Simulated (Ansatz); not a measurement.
# BN (Fmm2) under strain

BN (Fmm2) from a database of computed structures, relaxed with r2SCAN+rVV10 in the plane-wave code Ansatz. It is orthorhombic, Fmm2 (No. 42); conventional cell a = 2.502 Å, b = 6.586 Å, c = 4.327 Å, 8.91 Å³ an atom. Around B lie 3 N at 1.44 Å; around N lie 3 B at 1.44 Å.

The axes x, y and z are those of this cell:
```
B N
1.0
     0.00000    3.29286    2.16328
     1.25096    0.00000    2.16328
     1.25096    3.29286    0.00000
B N
1 1
Direct
  0.00011 0.00011 0.99989
  0.66659 0.66659 0.33341
```

Unstrained: With PBE the valence top lies at k = (1/2, 0.365, -0.135) and the conduction bottom at T, 3.479 eV higher; the smallest vertical gap, at Γ–Σ₀ (0.90 of the way from Γ), is 4.545 eV. r2SCAN gives an indirect gap of 3.936 eV, from k = (1/2, 0.365, -0.135) to T; the least direct gap is 5.156 eV at Γ–Σ₀ (0.90 of the way from Γ). With HSE06 the valence top lies at k = (1/2, 0.365, -0.135) and the conduction bottom at T, 4.677 eV higher; the smallest vertical gap, at Γ–Σ₀ (0.90 of the way from Γ), is 5.925 eV. Meshes: PBE 12×12×12, r2SCAN 12×12×12, HSE06 8×8×8. Strains are changes of length per length, and xy shears are angles. After each strain the atoms were relaxed again with r2SCAN+rVV10 within the symmetry that the strain leaves, so tilts or polar shifts that break it weren't tested; points keep the names that they have in the unstrained zone. The values are computed, spin-unpolarised, and not measurements.

Changes of the least gap in eV (an overlap counts as a negative gap):
```csv
strain,volume change (%),space group,PBE,r2SCAN,HSE06,G0W0@PBE (mesh)
uniaxial -0.34 % along z,-0.3,Fmm2,+0.027,+0.030,+0.029,+0.04
"xy shear, engineering strain (angle) -0.35 %",0.0,C2,-0.001,0.000,0.000,0.00
isotropic +5.36 % on every length,+17.0,Fmm2,-0.057,-0.060,-0.049,-0.15
uniaxial -2.04 % along y,-2.0,Fmm2,-0.126,-0.129,-0.135,-0.13
```
Unstrained, G0W0@PBE with 74 empty bands, a screening cutoff of 150 eV and a 6×6×6 mesh gives 5.07 eV on its mesh; the band count follows the volume. G0W0 values are finite-basis, finite-mesh values.

Uniaxial -0.34 % along z, other directions held. HSE06: the gap goes from 4.677 to 4.706 eV (+0.029 eV). Stress change with PBE, compression positive: xx +0.74, yy -0.01, zz +3.11 GPa.

Xy shear, engineering strain (angle) -0.35 %. HSE06: the gap goes from 4.677 to 4.677 eV (0.000 eV); the edges go from (1/2, 0.365, -0.135) → T to (0.495, -0.365, 0.133) → T. Stress change with PBE, compression positive: xx 0.00, yy 0.00, zz 0.00, xy +0.03 GPa.

Isotropic +5.36 % on every length. HSE06: the gap goes from 4.677 to 4.628 eV (-0.049 eV); the edges go from (1/2, 0.365, -0.135) → T to (0.497, 0.362, -0.141) → T. Stress change with PBE, compression positive: xx -44.45, yy -1.76, zz -44.34 GPa.

Uniaxial -2.04 % along y, other directions held. HSE06: the gap goes from 4.677 to 4.542 eV (-0.135 eV); the edges go from (1/2, 0.365, -0.135) → T to (1/2, 0.367, -0.133) → T. Stress change with PBE, compression positive: xx +0.19, yy +0.91, zz -0.02 GPa.

Where an edge lies off the special points, it is a point of the mesh or the k point where a search put PBE's edge or least direct gap, reused for the other functionals, whose own edges may lie a little apart.

Coordinates of k points refer to the reciprocal vectors of the primitive cell of the runs.

The meshes of the hybrids are coarse, so their gaps aren't converged to the digits shown.
